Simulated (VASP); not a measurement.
Input of a VASP 6.6.1 run:

The input INCAR:

```
PREC     = Accurate       # precision mode
ENCUT    = 600            # plane-wave cutoff, eV
EDIFF    = 1E-6           # SCF threshold, eV
ISMEAR   = 0              # smearing method
SIGMA    = 0.03           # smearing width, eV
LREAL    = False          # projectors in reciprocal space
LASPH    = True           # aspherical terms in the spheres
NELM     = 80             # most SCF steps
ALGO     = Normal         # electronic algorithm
ISIF     = 3              # what is computed and relaxed
LWAVE    = False          # write WAVECAR
LCHARG   = False          # write CHGCAR
GGA      = PE             # functional
IBRION   = 2              # ionic algorithm
NSW      = 90             # ionic steps
EDIFFG   = -0.01          # ionic threshold
KPAR     = 2
```

Contents of KPOINTS:

```
Automatic mesh
0
Gamma
  4 4 4
```

The input POSCAR:

```
Cs2AgBiBr6
1.0
    0.0000000000      5.6161000000      5.6161000000
    5.6161000000      0.0000000000      5.6161000000
    5.6161000000      5.6161000000      0.0000000000
Cs Ag Bi Br
2 1 1 6
Direct
    0.2500000000      0.2500000000      0.2500000000
    0.7500000000      0.7500000000      0.7500000000
    0.5000000000      0.5000000000      0.5000000000
    0.0000000000      0.0000000000      0.0000000000
    0.2505500000      0.7494500000      0.2505500000
    0.2505500000      0.7494500000      0.7494500000
    0.7494500000      0.2505500000      0.7494500000
    0.7494500000      0.2505500000      0.2505500000
    0.2505500000      0.2505500000      0.7494500000
    0.7494500000      0.7494500000      0.2505500000
```

Potentials or basis: VASP PAW PBE potentials, release 64 (Cs_sv, Ag, Bi_d, Br).

Launch:

```console
$ cat potpaw_PBE.64/Cs_sv/POTCAR potpaw_PBE.64/Ag/POTCAR potpaw_PBE.64/Bi_d/POTCAR potpaw_PBE.64/Br/POTCAR > POTCAR
$ mpirun -np 2 vasp_std > vasp.out
```

Task: What does it give for the relaxed cell?

Result: a = 8.113 Å, b = 8.113 Å, c = 8.113 Å, α = 60.00°, β = 60.00°, γ = 60.00°.

Task: Predict the band gap on the k mesh.

Result: 1.33 eV, indirect (least direct gap 2.38 eV).

Task: Estimate the relaxed volume.

Result: 37.76 Å³/atom.

Task: What does it give for the space group after relaxing (to 0.05 Å)?

Result: Fm-3m (No. 225).

Forces on the atoms (eV/Å):
```
Cs   0.000  0.000  0.000
Cs   0.000  0.000  0.000
Ag   0.000  0.000  0.000
Bi   0.000  0.000  0.000
Br   0.000  0.006  0.000
Br  -0.006  0.000  0.000
Br   0.000 -0.006  0.000
Br   0.006  0.000  0.000
Br   0.000  0.000  0.006
Br   0.000  0.000 -0.006
```

Caveat: spin-orbit coupling is left out, which as a rule narrows the gap of such compounds by several tenths of an eV. PBE usually gives volumes a little too large and moduli too small.
